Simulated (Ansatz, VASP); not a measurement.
# One calculation of AlN, two programs

Contents of INCAR:

```
ALGO = Normal
EDIFF = 1E-6
ENCUT = 520
GGA = PE
ISIF = 2
ISMEAR = 0
LASPH = T
LCHARG = F
LREAL = F
LWAVE = F
NBANDS = 16
NELM = 80
PREC = Accurate
SIGMA = 0.05
```

File KPOINTS:

```
k-points
0
Gamma
  9 9 6
```

The input POSCAR:

```
AlN
1.0
    3.1478000000      0.0000000000      0.0000000000
   -1.5739000000      2.7260747660      0.0000000000
    0.0000000000      0.0000000000      4.0620000000
Al N
2 2
Direct
    0.3333333333      0.6666666667      0.7500000000
    0.6666666667      0.3333333333      0.2500000000
    0.3333333333      0.6666666667      0.2500000000
    0.6666666667      0.3333333333      0.7500000000
```

Input for Ansatz:

```yaml
crystal:
  lattice:
    - [3.1478, 0.0, 0.0]
    - [-1.5739, 2.726074766, 0.0]
    - [0.0, 0.0, 4.062]
  atoms:
    - { symbol: Al, position: [0.3333333333, 0.6666666667, 0.75] }
    - { symbol: Al, position: [0.6666666667, 0.3333333333, 0.25] }
    - { symbol: "N", position: [0.3333333333, 0.6666666667, 0.25] }
    - { symbol: "N", position: [0.6666666667, 0.3333333333, 0.75] }
basis:
  ecutwfc: 520.0
kpoints:
  mp_grid: { grid: [9, 9, 6] }
hamiltonian:
  xc: pbe
  pseudopotentials: { kind: paw, azcp: { folder: soft_1 } }
scf:
  occupations: { method: gaussian, width: 0.05 }
output:
  forces: true
  stress: true
  eigenvalues: true
```

Alike in both runs: task single point; functional PBE; k mesh 9 × 9 × 6; occupations gaussian, width 0.05 eV; no spin polarisation.

|  | VASP | Ansatz |
| --- | --- | --- |
| version | VASP 6.6.1 | Ansatz 0.2.0 |
| potentials or method | VASP PAW PBE potentials, release 64 (Al, N) | scalar-relativistic, plane waves, PAW |
| plane-wave cutoff (eV) | 520 | 520 |
| valence electrons in the cell | 16 | 16 |

|  | VASP | Ansatz | Ansatz less VASP |
| --- | --- | --- | --- |
| gap on the k mesh at the Fermi level (eV) | 4.23 | 4.22 | -0.016 |
| least direct gap on the mesh (eV) | 4.23 | 4.22 | -0.016 |

Caveats: an odd mesh through Γ misses points on the zone boundary, where band edges often lie.
